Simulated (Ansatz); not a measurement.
HfO2 under changes of volume

One of the cells (10.955 Å³/atom); the others are scaled copies at fixed shape and fractional positions:

```
CELL_PARAMETERS angstrom
5.21946 0.00000 0.00000
0.00000 5.00476 0.00000
0.00000 0.00000 5.03269
ATOMIC_POSITIONS crystal
Hf 0.96699 0.73252 0.74144
Hf 0.53301 0.73252 0.24144
Hf 0.46699 0.26748 0.74144
Hf 0.03301 0.26748 0.24144
O 0.63213 0.92865 0.87927
O 0.86787 0.92865 0.37927
O 0.23395 0.53988 0.49229
O 0.26605 0.53988 0.99229
O 0.76605 0.46012 0.99229
O 0.73395 0.46012 0.49229
O 0.13213 0.07135 0.87927
O 0.36787 0.07135 0.37927
```

Measurements of this composition are mostly on another form, of space group No. 14.

| Item | Value |
| --- | --- |
| Program | Ansatz 0.2.0 |
| Functional | PBEsol |
| Dispersion | D3(BJ) |
| Potentials or basis | Ansatz PAW |
| Cutoff | 420 eV (not typed: the program's choice for these potentials) |
| k mesh | 5 × 6 × 5 |
| Occupations | fermi-dirac, width 0.05 eV |
| Spin | no spin polarisation |

```tsv
volume (Å³/atom)	energy over the lowest point (meV/atom)	pressure (GPa)	gap on the mesh (eV)	largest force (eV/Å)
10.298	?	?	?	?
10.517	10.65	9.9	4.51	0.259
10.736	1.41	3.8	4.44	0.171
10.955	0.00	-1.7	4.38	0.096
11.175	5.69	-6.6	4.31	0.087
11.394	17.74	-11.0	4.25	0.127
11.613	35.59	-15.0	4.18	0.182
```

Task: What does the run at 10.298 Å³/atom give?

Result: Energy over the lowest point 28.71 meV/atom; pressure 16.6 GPa; gap on the mesh 4.57 eV; largest force 0.356 eV/Å.

Worked out: A Birch-Murnaghan fit of order 3 (a polynomial in V^(-2/3)) to the other rows has its minimum at 10.89 Å³/atom with B0 = V·E''(V) = 265 GPa and B' = 4.0 at fixed shape and positions, which overstates the stiffness. It gives 28.53 meV/atom at 10.298 Å³/atom, against the run's 28.71, and -dE/dV = 16.5 GPa, against 16.6. A straight line through the other rows of the gap, of slope -3.3 eV per unit of ln V, extrapolates to 4.58 eV, against the run's 4.57.

Energies are extrapolated to zero smearing.

Caveats: odd divisions of the mesh miss points on the zone boundary, where band edges often lie, so the gap on the mesh can be too wide; spin-orbit coupling is left out, which moves the levels of the heavy elements; the PAW data sets come from PBE, with cores solved anew for the run's functional, which leaves a small shift of forces and pressure.

A mesh can miss the band edges.
